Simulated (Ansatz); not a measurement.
## A self-consistent single point of GeTe (R3m, 2 atoms in the cell) with Ansatz

Method: PBE (plane waves, PAW; Ansatz, an electronic-structure program).

Input:

Ansatz 0.2 input:
```yaml
# GeTe
crystal:
  lattice:
    - [2.100778, 1.212885, 3.690064]
    - [-2.100778, 1.212885, 3.690064]
    - [0.000000, -2.425771, 3.690064]
  atoms:
    - { symbol: Ge, position: [0.996747, 0.996747, 0.996747] }
    - { symbol: Te, position: [0.528777, 0.528777, 0.528777] }
basis:
  ecutwfc: 420.0
kpoints:
  mp_grid: { grid: [7, 7, 7] }
hamiltonian:
  xc: pbe
  pseudopotentials: { kind: paw }
scf:
  occupations: { method: fixed }
output:
  forces: true
  eigenvalues: true
  stress: true
```

Log, with long lists cut:

```
WARN ansatz: RAYON_NUM_THREADS=1 ignored (pool sized by the plan → 1); use --threads N
Pseudopotentials: kind: paw
Pseudopotential: Ge, paw, valence charge 14
Pseudopotential: Te, paw, valence charge 16
Crystal: 2 atoms, lattice volume = 56.414 Å³
Basis set: ecut = 420 eV, 1087 PW (Γ), exchange–correlation on 60×60×60 points (8 copies of the dense FFT grid, shifted against one another)
Bands: 19, of which v1, the nominal top of the filled ones, is band 15 counted from 1 (14 counted from 0)
Symmetry: 6 space group operations
Space group: R3m (ITA 160), of the structure as read, at distance tolerance 3.8e-5 Å
k-points: 44 of 343 (time reversal used)
Initial density: superposition of atomic densities (neutral atoms: chi_scale 0, normalization atom), corrected by the library's trained network
Initial wavefunctions: pseudopotential atomic-orbital guess
Eigensolver: davidson
Functional: x = pbe(κ = 0.804, μ = 0.2195149727645171), c = pbe(β = 0.06672455060314922)
SCF iter   1: F=—  HF=-11275.131791 eV  |F-HF|=—  |Δ(HF+E_count)|=         —  Δρ=1.61e-3  dr2=1.99e-3  ethr=1.77e-3  ⟨swp⟩=4.8  Hψ=3505  notcnv=0  defer=81
all-band conjugate gradients solve this SCF's bands
preconditioner: auto → none
SCF iter   2: F=—  HF=-11275.130335 eV  |F-HF|=—  |Δ(HF+E_count)|=   1.46e-3  Δρ=5.16e-4  dr2=9.17e-5  ethr=6.64e-6  ⟨swp⟩=2.5  Hψ=1781  notcnv=0  defer=86
SCF iter   3: F=—  HF=-11275.130409 eV  |F-HF|=—  |Δ(HF+E_count)|=   7.40e-5  Δρ=2.56e-4  dr2=1.67e-5  ethr=3.06e-7  ⟨swp⟩=3.0  Hψ=1497  notcnv=0  defer=86
SCF iter   4: F=—  HF=-11275.130445 eV  |F-HF|=—  |Δ(HF+E_count)|=   3.62e-5  Δρ=8.76e-5  dr2=2.78e-6  ethr=5.57e-8  ⟨swp⟩=3.0  Hψ=1496  notcnv=0  defer=87
SCF iter   5: F=—  HF=-11275.130448 eV  |F-HF|=—  |Δ(HF+E_count)|=   2.32e-6  Δρ=2.00e-5  dr2=2.44e-7  ethr=9.28e-9  ⟨swp⟩=2.6  Hψ=1420  notcnv=0  defer=88
SCF iter   6: F=-11275.130448 eV  HF=-11275.130448 eV  |F-HF|=2.16e-10  |Δ(HF+E_count)|=   8.50e-8  Δρ=6.80e-6  dr2=1.74e-8  ethr=3.33e-10  ⟨swp⟩=9.0  Hψ=4547  notcnv=0
SCF 1 converged in 6 iterations: F = -11275.130448 eV  dr2 = 1.74e-8
SCF converged after 6 iterations
Free energy (F): -11275.130448 eV
Harris-Foulkes:  -11275.130448 eV  (|F-HF|=2.16e-10)
Internal energy: -11275.130448 eV  (E = F + TS)
E sigma→0 (E₀):  -11275.130448 eV
Fermi energy:    8.581953 eV
--- Per-component energies (eV) ---
  E_band       = -409.429976
  E_kinetic    = 289.134478
  E_local      = -3608.504324  (includes V_loc(G=0)·N_el)
  E_nonlocal   = 103.568625
  E_hartree    = 1828.816688
  E_xc         = -199.211964
  E_vxc        = -167.651903  (∫ρ·V_xc dr)
  E_paw        = -6677.166705  (= ΣΔE_a)
  E_vpaw       = -683.606929  (= ΣTr[D̂ρ^β])
  E_aug_tail   = 0.000143  (compensation charges beyond the density's cutoff)
  E_ewald      = -3011.767388
  E_smearing   = -0.000000  (= −TS)
  E_closure    = -0.000000  (closes the sum)
  Σ components = -11275.130448   (vs F -11275.130448, Δ=0.00e0)
--- Forces (eV/Å), atoms counted from 1 ---
  atom   1  Ge     0.00000000     0.00000000    -0.05163812
  atom   2  Te     0.00000000    -0.00000000     0.05163908
  max |Σ_I F_I| component: 9.67e-7 eV/Å
--- Stress (GPa, compression-positive) ---
        0.290940       0.000000       0.000000
        0.000000       0.290940       0.000000
        0.000000       0.000000      -0.494127
  P = ⅓ Tr σ = 0.0293 GPa (0.293 kbar)
  The stress holds the Pulay correction. Without it, at fixed plane waves, as pw.x and ABINIT print it: P = 0.0040 GPa
--- Band table (eV; the first three rows and the last of 44) ---
  k-point 0: bands = ["-28.1907", "-28.1907", "-28.1797", "-28.1797", "-28.1754", "-16.0919", "-16.0919", "-16.0837", "-16.0837", "-16.0805", "-4.2197", "3.6647", "6.8190", "7.1236", "7.1236", "11.3556", "11.9158", "11.9158", "14.6807"]
  k-point 1: bands = ["-28.1907", "-28.1903", "-28.1798", "-28.1797", "-28.1752", "-16.0923", "-16.0916", "-16.0838", "-16.0838", "-16.0801", "-4.0174", "2.9191", "6.7879", "7.0625", "7.4434", "11.0092", "11.4190", "11.4431", "14.1382"]
  k-point 2: bands = ["-28.1907", "-28.1894", "-28.1799", "-28.1797", "-28.1746", "-16.0932", "-16.0910", "-16.0841", "-16.0840", "-16.0793", "-3.4462", "1.4374", "6.7858", "6.9560", "7.9260", "10.0237", "10.4265", "10.5052", "14.7624"]
  k-point 43: bands = ["-28.1908", "-28.1904", "-28.1791", "-28.1789", "-28.1747", "-16.0935", "-16.0927", "-16.0830", "-16.0827", "-16.0796", "-2.8876", "0.2944", "5.7090", "6.9448", "7.9906", "10.2362", "10.2865", "11.9898", "15.7779"]
```

The run converged in 6 iterations.

The starting cell comes from a database of computed structures (which also holds hypothetical and non-ambient phases and stackings), without a prior relaxation at this level. Its lattice was rescaled by up to half a per cent. One atom was moved a little off its site on purpose. Spin-orbit coupling is off. Ansatz's pressure includes its estimate of the finite-basis (Pulay) stress.
